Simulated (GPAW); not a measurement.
Crystal: FeO (Wuestite).

```
Fe O
1.0
     1.51882    0.87689    2.51958
    -1.51882    0.87689    2.51958
     0.00000   -1.75378    2.51958
Fe O
1 1
Direct
  0.00000 0.00000 0.00000
  0.50000 0.50000 0.50000
```

Base run:

* Program: GPAW 26.7.0
* Functional: PBEsol
* Potentials or basis: PAW data sets generated in the run's folder for this functional
* Cutoff: 800 eV
* Basis: pw
* k mesh: 8 × 8 × 8
* Occupations: fermi-dirac, width 0.05 eV
* Spin: collinear spin, ferromagnetic start
* Starting moments: [3.0, 0.0] μB
* Hubbard terms: Fe d U = 1 eV

Its results: pressure -7.6 GPa; net moment 4.00 μB per cell; site moments Fe +3.59; O +0.22 μB.

Problem. After a change of settings the same cell gave: pressure -3.1 GPa; net moment 4.06 μB per cell; site moments Fe +3.89; O +0.13 μB. Which change was it?
A. hubbard terms from Fe d U = 1 eV to Fe d U = 8 eV
B. hubbard terms from Fe d U = 1 eV to none
C. hubbard terms from Fe d U = 1 eV to Fe d U = 3 eV

Solution. A.

Caveats: a cell with one magnetic atom can't hold antiferromagnetic order, which such compounds often take.
